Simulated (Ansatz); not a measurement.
# CuAu in Ansatz: the effect of functional

CuAu:

```
Au Cu
1.0
     1.45261    0.83867    4.28436
    -1.45261    0.83867    4.28436
     0.00000   -1.67733    4.28436
Au Cu
1 1
Cartesian
  0.0000 0.0000 0.0000
  0.0000 0.0000 6.4265
```

The cell comes from a database or a generator and needn't be the stable form of this composition.

The cell isn't the ideal one: volume scaled by 1.02.

Alike in all runs:

```yaml
Program: Ansatz 0.2.0
Task: single point
Potentials_or_basis: Ansatz PAW
k_mesh: 11 × 11 × 11
Occupations: fermi-dirac, width 0.05 eV
Spin: no spin polarisation
```

```tsv
functional	cutoff	pressure (GPa)
LDA	420 eV (not typed: the program's choice for these potentials)	?
PBEsol	420 eV (not typed: the program's choice for these potentials)	-10.3
r2SCAN	500 eV (not typed: the program's choice for these potentials)	-7.1
```

Problem. What does the run with functional LDA give?

Solution. Pressure -14.9 GPa.

Caveats: the PAW data sets come from PBE, with cores solved anew for the run's functional, which leaves a small shift of forces and pressure.

Runs at the PBE level aren't shown here.
